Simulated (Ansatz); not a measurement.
Crystal: CdO (Monteponite).

```
Cd O
1.0
     0.00000    2.34950    2.34950
     2.34950    0.00000    2.34950
     2.34950    2.34950    0.00000
Cd O
1 1
Direct
  0.00000 0.00000 0.00000
  0.50000 0.50000 0.50000
```

```yaml
Program: Ansatz 0.2.0
Task: relaxation of cell and atoms
Functional: B3LYP
Potentials_or_basis: Ansatz PAW
Cutoff: "420 eV (not typed: the program's choice for these potentials)"
k_mesh: 5 × 5 × 5
Occupations: fermi-dirac, width 0.05 eV
Spin: no spin polarisation
```

At the start: volume 12.97 Å³/atom.

**Question.** How do energy, volume and symmetry change on relaxing?

**Answer.** It ends after 7 steps and the volume is 13.50 Å³/atom (+4.1 %); space group Fm-3m (No. 225, to 0.05 Å).

Step by step:
| step | energy change (eV) | largest force (eV/Å) | volume (Å³) |
| --- | --- | --- | --- |
| 1 | 0.0000 | 0.0000 | 25.94 |
| 2 | -0.0122 | 0.0000 | 27.24 |
| 3 | -0.0143 | 0.0000 | 26.98 |
| 4 | -0.0144 | 0.0000 | 26.96 |
| 5 | -0.0191 | 0.0000 | 26.96 |
| 6 | -0.0190 | 0.0000 | 27.00 |
| 7 | -0.0190 | 0.0000 | 27.00 |

Final structure:
```
Cd O
1.0
     0.00000    2.38116    2.38116
     2.38116    0.00000    2.38116
     2.38116    2.38116    0.00000
Cd O
1 1
Cartesian
  0.0000 0.0000 0.0000
  2.3812 2.3812 2.3812
```

Caveat: the k mesh is coarse (spacing up to 0.46 Å⁻¹), so the values aren't converged, least of all with exact exchange; the plane-wave basis is chosen anew once the cell has moved, so the energies of steps on either side of that aren't comparable; the pressure holds a Pulay correction of +0.6 GPa for the finite cutoff; the PAW data sets come from PBE, with cores solved anew for the run's functional, which leaves a small shift of forces and pressure.
